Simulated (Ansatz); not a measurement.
The cell below belongs to a search over invented structures; it isn't taken from experiment.

Input and command of a plane-wave DFT calculation in Ansatz:

```yaml
crystal:
  lattice:
    - [3.3512412594, -4.4697450305, 0.0]
    - [3.3512412594, 4.4697450305, 0.0]
    - [0.0, 0.0, 3.3441185741]
  atoms:
    - { symbol: Ta, position: [0.7147618236, 0.7147618236, 0.0] }
    - { symbol: Ta, position: [0.2852381764, 0.2852381764, 0.0] }
    - { symbol: Ta, position: [0.7706139887, 0.2293860113, 0.0] }
    - { symbol: Ta, position: [0.2293860113, 0.7706139887, 0.0] }
    - { symbol: "N", position: [0.0, 0.0, 0.3027912828] }
    - { symbol: "N", position: [0.0, 0.0, 0.6972087172] }
basis:
  ecutwfc: 420
kpoints:
  mp_grid: { grid: [8, 8, 12] }
hamiltonian:
  xc: pbe
scf:
  occupations: { method: gaussian, width: 0.1 }
output:
  forces: true
  stress: true
  eigenvalues: true
relax:
  adjacent_minimum: "off"
  f_tol: 0.01
  max_steps: 80
  cell: { stress_tol: 0.05 }
```

```bash
ansatz run input.yaml --threads 1 --pin off --max-ram 2560MiB --backend cpu --events-out ev --progress --plain --runs-dir out
```

Processor: Intel(R) Xeon(R) Platinum 8259CL CPU @ 2.50GHz (Skylake/Cascade Lake), 1 thread, on a host shared with other jobs.

Q: Estimate time, memory and problem size.

A: About 2.7 min, peak memory 0.69 GiB. It solves 38 bands at 147 k points (after reduction by symmetry) with about 1967 plane waves (on the last cell), in 40 SCF iterations over 6 ionic steps.
